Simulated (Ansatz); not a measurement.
BeS:

```
S Be
1.0
     0.00000    2.42500    2.42500
     2.42500    0.00000    2.42500
     2.42500    2.42500    0.00000
S Be
1 1
Direct
  0.75000 0.75000 0.75000
  0.00000 0.00000 0.00000
```

Base run:

```yaml
Program: Ansatz 0.2.0
Functional: LDA
Potentials_or_basis: Ansatz PAW
Cutoff: "420 eV (not typed: the program's choice for these potentials)"
k_mesh: 9 × 9 × 9
Occupations: fermi-dirac, width 0.05 eV
Spin: no spin polarisation
```

Its results: band gap on the k mesh 2.99 eV, indirect (least direct gap 5.52 eV); pressure -3.2 GPa.

The run is repeated on the same cell with these changes: functional from LDA to PBE0; k mesh from 9 × 9 × 9 to 6 × 6 × 6. What comes out?

Band gap on the k mesh 4.77 eV, indirect (least direct gap 7.61 eV); pressure 0.2 GPa.

Several settings changed at once, so the effect can't be laid on one alone.

Caveats: the PAW data sets come from PBE, with cores solved anew for the run's functional, which leaves a small shift of forces and pressure; the k mesh misses the band edges, so the gap on the mesh is wider than the one along the path (some runs); the thresholds are loose for stress (some runs).
